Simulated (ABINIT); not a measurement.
# CoSi2 (Fm-3m) in ABINIT: further runs

The runs below take CoSi2 through relaxation of cell and atoms, single point, with LDA.

All numbers are computed with ABINIT 10.8.3 (patched build); they aren't measurements. Logs are shortened: lines on timing, memory, paths and dates and some standing lists are left out, and cuts for length are marked. The log counts tension as positive stress, the text compression.

### Step 1. Starting point

The structure is cubic, space group Fm-3m (No. 225). The conventional cell has a = 5.356 Å, b = 5.356 Å, c = 5.356 Å, α = 90.00°, β = 90.00°, γ = 90.00°. Co (site symmetry m-3m) has 8 Si at 2.32 Å as nearest neighbours. Si (site symmetry -43m) has 4 Co at 2.32 Å as nearest neighbours.

### Step 2. Relaxation of cell and atoms, LDA, collinear spin, ferromagnetic start

run.abi reads:

```
# Pseudopotentials
pp_dirpath "./"
pseudos "Co.upf, Si.upf"

# Structure
acell 3.78726392 3.78726392 3.78726392 Angstrom
rprim
     0.0000000000     0.7071067812     0.7071067812
     0.7071067812     0.0000000000     0.7071067812
     0.7071067812     0.7071067812     0.0000000000
ntypat 2
znucl 27 14
natom 3
typat 1 2 2
chkprim 0
chksymtnons 0
tolsym 1.0e-6
xred
            0.0            0.0            0.0
            3/4            3/4            3/4
            1/4            1/4            1/4

# Plane-wave basis
ecut 48.0
ecutsm 0.5

# k points
kptopt 1
ngkpt 7 7 7
nshiftk 1
shiftk 0.0 0.0 0.0

# Exchange and correlation
ixc 7

# Bands and occupations
nband 17
occopt 3
tsmear 0.05 eV

# Spin
nsppol 2
spinat
     0.0000000000     0.0000000000     2.0000000000
     0.0000000000     0.0000000000     0.0000000000
     0.0000000000     0.0000000000     0.0000000000

# SCF cycle
nstep 80
tolvrs 1.0e-12

# Output
iomode 3
prteig 0
prtebands 0
prtwf 0
prtden 0

# Relaxation
ionmov 2
optcell 2
ntime 50
tolmxf 2.0e-5
dilatmx 1.08
```

Potentials or basis: PseudoDojo NC SR LDA v0.4.1 standard.

Command:

```bash
$ mpirun --bind-to none -np 4 abinit run.abi > log 2>&1
```

run.abo:

```text
.Version 10.8.3 of ABINIT
 Symmetries : space group Fm -3 m (#225); Bravais cF (face-center cubic)
================================================================================
 Values of the parameters that define the memory need of the present run
     intxc =       0    ionmov =       2      iscf =       7    lmnmax =       6
     lnmax =       6     mgfft =      50  mpssoang =       3    mqgrid =    3001
     natom =       3  nloc_mem =       1    nspden =       2   nspinor =       1
    nsppol =       2      nsym =      48    n1xccc =    2501    ntypat =       2
    occopt =       3   xclevel =       1
       mpw =        5204          nfft =      125000          nkpt =          20
================================================================================
================================================================================

--------------------------------------------------------------------------------
------------- Echo of variables that govern the present computation ------------
--------------------------------------------------------------------------------
 -outvars: echo values of preprocessed input variables --------
            acell      7.1568915753E+00  7.1568915753E+00  7.1568915753E+00 Bohr
              amu      5.89332000E+01  2.80855000E+01
          chkprim           0
      chksymtnons           0
          dilatmx      1.08000000E+00
             ecut      4.80000000E+01 Hartree
           ecutsm      5.00000000E-01 Hartree
           ionmov           2
              ixc           7
         kptrlatt        7    0    0      0    7    0      0    0    7
          kptrlen      5.00982410E+01
            natom           3
            nband          17
            ngfft          50      50      50
             nkpt          20
           nspden           2
           nsppol           2
            nstep          80
             nsym          48
            ntime          50
           ntypat           2
           occopt           3
          optcell           2
           prtden           0
        prtebands           0
           prteig           0
            prtwf           0
            rprim      0.0000000000E+00  7.0710678120E-01  7.0710678120E-01
                       7.0710678120E-01  0.0000000000E+00  7.0710678120E-01
                       7.0710678120E-01  7.0710678120E-01  0.0000000000E+00
          spgroup         225
           spinat      0.0000000000E+00  0.0000000000E+00  2.0000000000E+00
                       0.0000000000E+00  0.0000000000E+00  0.0000000000E+00
                       0.0000000000E+00  0.0000000000E+00  0.0000000000E+00
           tolmxf      2.00000000E-05
           tolsym      1.00000000E-06
           tolvrs      1.00000000E-12
           tsmear      1.83746611E-03 Hartree
            typat      1  2  2
           xangst      0.0000000000E+00  0.0000000000E+00  0.0000000000E+00
                       4.0170000000E+00  4.0170000000E+00  4.0170000000E+00
                       1.3390000000E+00  1.3390000000E+00  1.3390000000E+00
            xcart      0.0000000000E+00  0.0000000000E+00  0.0000000000E+00
                       7.5910298478E+00  7.5910298478E+00  7.5910298478E+00
                       2.5303432826E+00  2.5303432826E+00  2.5303432826E+00
             xred      0.0000000000E+00  0.0000000000E+00  0.0000000000E+00
                       7.5000000000E-01  7.5000000000E-01  7.5000000000E-01
                       2.5000000000E-01  2.5000000000E-01  2.5000000000E-01
            znucl       27.00000   14.00000

================================================================================

 chkinp: Checking input parameters for consistency.

================================================================================
== DATASET  1 ==================================================================

--- !DatasetInfo
iteration_state: {dtset: 1, }
dimensions: {natom: 3, nkpt: 20, mband: 17, nsppol: 2, nspinor: 1, nspden: 2, mpw: 5204, }
cutoff_energies: {ecut:  48.0, pawecutdg:  -1.0, }
electrons: {nelect:   2.50000000E+01, charge:   0.00000000E+00, occopt:   3.00000000E+00, tsmear:   1.83746611E-03, }
meta: {optdriver: 0, ionmov: 2, optcell: 2, iscf: 7, paral_kgb: 0, }
...

 Exchange-correlation functional for the present dataset will be:
  LDA: Perdew-Wang 92 LSD fit to Ceperley-Alder data - ixc=7
  J.P.Perdew and Y.Wang, PRB 45, 13244 (1992)

 Real(R)+Recip(G) space primitive vectors, cartesian coordinates (Bohr,Bohr^-1):
 R(1)=  0.0000000  5.0606866  5.0606866  G(1)= -0.0988008  0.0988008  0.0988008
 R(2)=  5.0606866  0.0000000  5.0606866  G(2)=  0.0988008 -0.0988008  0.0988008
 R(3)=  5.0606866  5.0606866  0.0000000  G(3)=  0.0988008  0.0988008 -0.0988008
 Unit cell volume ucvol=  2.5921392E+02 bohr^3
 Angles (23,13,12)=  6.00000000E+01  6.00000000E+01  6.00000000E+01 degrees

 getcut: wavevector=  0.0000  0.0000  0.0000  ngfft=  50  50  50
         ecut(hartree)=     55.987   => boxcut(ratio)=   2.07496

--- Pseudopotential description ------------------------------------------------
- pspini: atom type   1  psp file is ./Co.upf
  27.00000  17.00000  201201                  znucl, zion, pspdat
12 -1012 2 -1 1372                            pspcod,pspxc,lmax,lloc,mmax
     nproj     2     2     2

- pspini: atom type   2  psp file is ./Si.upf
  14.00000   4.00000  180309                  znucl, zion, pspdat
12 -1012 2 -1 1510                            pspcod,pspxc,lmax,lloc,mmax
     nproj     2     2     2

   8.06564348E+02                                ecore*ucvol(ha*bohr**3)
--------------------------------------------------------------------------------

================================================================================

=== [ionmov= 2] Broyden-Fletcher-Goldfarb-Shanno method (forces)
================================================================================

--- Iteration: ( 1/50) Internal Cycle: (1/1)
--------------------------------------------------------------------------------

---SELF-CONSISTENT-FIELD CONVERGENCE--------------------------------------------
[... 568 lines left out ...]
 Difference of energy with previous step (new-old):
           Absolute (Ha)=-2.23369E-09
           Relative     =-1.38372E-11

 At Broyd/MD step   5, gradients are converged :
  max grad (force/stress) = 1.0736E-07 < tolmxf= 2.0000E-05 ha/bohr (free atoms)

================================================================================

 ----iterations are completed or convergence reached----

 Mean square residual over all n,k,spin=   52.477E-09; max=  35.684E-06
 reduced coordinates (array xred) for    3 atoms
       0.000000000000     -0.000000000000     -0.000000000000
       0.750000000000      0.750000000000      0.750000000000
       0.250000000000      0.250000000000      0.250000000000
 rms dE/dt=  2.2174E-30; max dE/dt=  0.0000E+00; dE/dt below (all hartree)
    1       0.000000000000     -0.000000000000     -0.000000000000
    2       0.000000000000      0.000000000000      0.000000000000
    3       0.000000000000      0.000000000000      0.000000000000

 cartesian coordinates (angstrom) at end:
    1     -0.00000000000000     0.00000000000000    -0.00000000000000
    2      3.95239788603679     3.95239788603679     3.95239788603679
    3      1.31746596201226     1.31746596201226     1.31746596201226

 cartesian forces (hartree/bohr) at end:
    1      0.00000000000000    -0.00000000000000     0.00000000000000
    2     -0.00000000000000     0.00000000000000    -0.00000000000000
    3     -0.00000000000000     0.00000000000000    -0.00000000000000
 frms,max,avg= 2.8164993E-31 5.6329985E-31   0.000E+00  0.000E+00  0.000E+00 h/b

 cartesian forces (eV/Angstrom) at end:
    1      0.00000000000000    -0.00000000000000     0.00000000000000
    2     -0.00000000000000     0.00000000000000    -0.00000000000000
    3     -0.00000000000000     0.00000000000000    -0.00000000000000
 frms,max,avg= 1.4483021E-29 2.8966043E-29   0.000E+00  0.000E+00  0.000E+00 e/A
 length scales=  7.041793162360  7.041793162360  7.041793162360 bohr
              =  3.726356462885  3.726356462885  3.726356462885 angstroms
 Fermi (or HOMO) energy (hartree) =   0.36847   Average Vxc (hartree)=  -0.44932
 Magnetization (Bohr magneton)=  5.29974287E-10
 Total spin up =  1.25000000E+01   Total spin down =  1.25000000E+01
 Eigenvalues (hartree) for nkpt=  20  k points, SPIN UP:
 kpt#   1, nband= 17, wtk=  0.00292, kpt=  0.0000  0.0000  0.0000 (reduced coord)
  -3.09018   -1.75756   -1.75756   -1.75756   -0.12710    0.20847    0.20847    0.20847
   0.29163    0.29163    0.40890    0.49553    0.49553    0.49553    0.50040    0.50040
   0.50040
      occupation numbers for kpt#   1
   1.00000    1.00000    1.00000    1.00000    1.00000    1.00000    1.00000    1.00000
   1.00000    1.00000    0.00000    0.00000    0.00000    0.00000    0.00000    0.00000
   0.00000
 prteigrs : prtvol=0 or 1, do not print more k-points.

 Eigenvalues (hartree) for nkpt=  20  k points, SPIN DOWN:
 kpt#   1, nband= 17, wtk=  0.00292, kpt=  0.0000  0.0000  0.0000 (reduced coord)
  -3.09018   -1.75756   -1.75756   -1.75756   -0.12710    0.20847    0.20847    0.20847
   0.29163    0.29163    0.40890    0.49553    0.49553    0.49553    0.50040    0.50040
   0.50040
      occupation numbers for kpt#   1
   1.00000    1.00000    1.00000    1.00000    1.00000    1.00000    1.00000    1.00000
   1.00000    1.00000    0.00000    0.00000    0.00000    0.00000    0.00000    0.00000
   0.00000
 prteigrs : prtvol=0 or 1, do not print more k-points.

--- !EnergyTerms
iteration_state     : {dtset: 1, itime: 5, icycle: 1, }
comment             : Components of total free energy in Hartree
kinetic             :  7.09972298420176E+01
hartree             :  5.84033655165612E+01
xc                  : -3.11161555843071E+01
Ewald energy        : -8.65954485053187E+01
psp_core            :  3.26666218764762E+00
local_psp           : -1.58597074183551E+02
non_local_psp       : -1.77852751172408E+01
internal            : -1.61426695844191E+02
'-kT*entropy'       : -3.14053588267166E-04
total_energy        : -1.61427009897779E+02
total_energy_eV     : -4.39265271686227E+03
band_energy         : -1.30891709472988E+01
...

 Cartesian components of stress tensor (hartree/bohr^3)
  sigma(1 1)=  1.07364756E-09  sigma(3 2)=  0.00000000E+00
  sigma(2 2)=  1.07364756E-09  sigma(3 1)=  0.00000000E+00
  sigma(3 3)=  1.07364756E-09  sigma(2 1)=  0.00000000E+00

-Cartesian components of stress tensor (GPa)         [Pressure= -3.1588E-05 GPa]
- sigma(1 1)=  3.15878017E-05  sigma(3 2)=  0.00000000E+00
- sigma(2 2)=  3.15878017E-05  sigma(3 1)=  0.00000000E+00
- sigma(3 3)=  3.15878017E-05  sigma(2 1)=  0.00000000E+00

== END DATASET(S) ==============================================================
================================================================================

 -outvars: echo values of variables after computation  --------
            acell      7.0417931624E+00  7.0417931624E+00  7.0417931624E+00 Bohr
           etotal     -1.6142700990E+02
            fcart      5.6329985036E-31 -2.8164992518E-31  2.8164992518E-31
                      -2.8164992518E-31  1.4082496259E-31 -1.4082496259E-31
                      -2.8164992518E-31  1.4082496259E-31 -1.4082496259E-31
            rprim      0.0000000000E+00  7.0710678119E-01  7.0710678119E-01
                       7.0710678119E-01  0.0000000000E+00  7.0710678119E-01
                       7.0710678119E-01  7.0710678119E-01  0.0000000000E+00
           strten      1.0736475580E-09  1.0736475563E-09  1.0736475563E-09
                       0.0000000000E+00  0.0000000000E+00  0.0000000000E+00
           xangst     -4.1849216051E-31  5.8758654735E-33 -5.8758654735E-33
                       3.9523978860E+00  3.9523978860E+00  3.9523978860E+00
                       1.3174659620E+00  1.3174659620E+00  1.3174659620E+00
             xred      7.9412328776E-32 -8.1642316359E-32 -7.7182341193E-32
                       7.5000000000E-01  7.5000000000E-01  7.5000000000E-01
                       2.5000000000E-01  2.5000000000E-01  2.5000000000E-01
 Calculation completed.
```

Run time: 3.6 min. Hardware: 4 MPI ranks of Intel Xeon 6975P-C (Granite Rapids), shared host; peak memory 0.48 GiB.

What came out:

```
Free energy                            : -4392.6527 eV
Relaxed volume                         : 12.20 Å³/atom
Relaxed cell                           : a = 3.726 Å, b = 3.726 Å, c = 3.726 Å, α = 60.00°, β = 60.00°, γ = 60.00°
Space group after relaxing (to 0.05 Å) : Fm-3m (No. 225)
Energy gained by relaxing              : 17.6 meV/atom
Ionic steps                            : 5
Pressure after relaxing                : 0.0 GPa
Band gap on the k mesh                 : none (metal or under the smearing width)
Net moment                             : 0.00 μB per cell
```

Step by step:
```tsv
step	energy change (eV)	largest force (eV/Å)	pressure (GPa)	volume (Å³)
1	0.0000	0.0000	-8.85	38.41
2	-0.0422	0.0000	-4.15	37.38
3	-0.0526	0.0000	0.32	36.53
4	-0.0527	0.0000	-0.01	36.59
5	-0.0527	0.0000	0.00	36.59
```

Final structure:
```xyz
3
Lattice="0.0000 2.6349 2.6349 2.6349 0.0000 2.6349 2.6349 2.6349 0.0000" Properties=species:S:1:pos:R:3 pbc="T T T"
Co    0.0000    0.0000    0.0000
Si    3.9524    3.9524    3.9524
Si    1.3175    1.3175    1.3175
```

Caveat: the starting moments collapsed, and a magnetic state may lie lower.

### Step 3. Single point, LDA, collinear spin, ferromagnetic start (cell relaxed)

run.abi reads:

```
# Pseudopotentials
pp_dirpath "./"
pseudos "Co.upf, Si.upf"

# Structure
acell 3*1.0 Angstrom
rprim
     0.0000000000     2.6349319300     2.6349319300
     2.6349319300     0.0000000000     2.6349319300
     2.6349319300     2.6349319300     0.0000000000
ntypat 2
znucl 27 14
natom 3
typat 1 2 2
xred
     0.0000000000     0.0000000000     0.0000000000
     0.7500000000     0.7500000000     0.7500000000
     0.2500000000     0.2500000000     0.2500000000
chkprim 0
chksymtnons 0
tolsym 1.0e-6

# Plane-wave basis
ecut 48.0

# k points
kptopt 1
ngkpt 7 7 7
nshiftk 1
shiftk 0.0 0.0 0.0

# Exchange and correlation
ixc 7

# Bands and occupations
nband 17
occopt 3
tsmear 0.05 eV

# Spin
nsppol 2
spinat
     0.0000000000     0.0000000000     2.0000000000
     0.0000000000     0.0000000000     0.0000000000
     0.0000000000     0.0000000000     0.0000000000

# SCF cycle
nstep 100
tolvrs 1.0e-10

# Output
iomode 3
prtwf 0
prtden 0
prteig 0
prtebands 0
```

Potentials or basis: PseudoDojo NC SR LDA v0.4.1 standard.

Command:

```bash
$ mpirun --bind-to none -np 4 abinit run.abi > log 2>&1
```

It took 42 s on 4 MPI ranks of Intel Xeon 6975P-C (Granite Rapids), shared host; peak memory 0.4 GiB.

It converged, with:

```
Free energy                                           : -4392.6528 eV
Pressure                                              : 0.0 GPa
Band gap on the k mesh                                : none (metal or under the smearing width)
Net moment                                            : 0.00 μB per cell
Valence electrons inside the program's atomic spheres : Co 15.64; Si 1.81
```

Levels at points of the mesh, in eV from the Fermi level:
Spin up:
```
           k point  band 9  band 10  band 11  band 12  band 13  band 14  band 15  band 16  band 17
(0.00, 0.00, 0.00)   -2.09    -2.09     1.10     3.46     3.46     3.46     3.59     3.59     3.59
```
Spin down:
| k point | band 9 | band 10 | band 11 | band 12 | band 13 | band 14 | band 15 | band 16 | band 17 |
| --- | --- | --- | --- | --- | --- | --- | --- | --- | --- |
| (0.00, 0.00, 0.00) | -2.09 | -2.09 | 1.10 | 3.46 | 3.46 | 3.46 | 3.59 | 3.59 | 3.59 |

Caveat: the starting moments collapsed, and a magnetic state may lie lower.
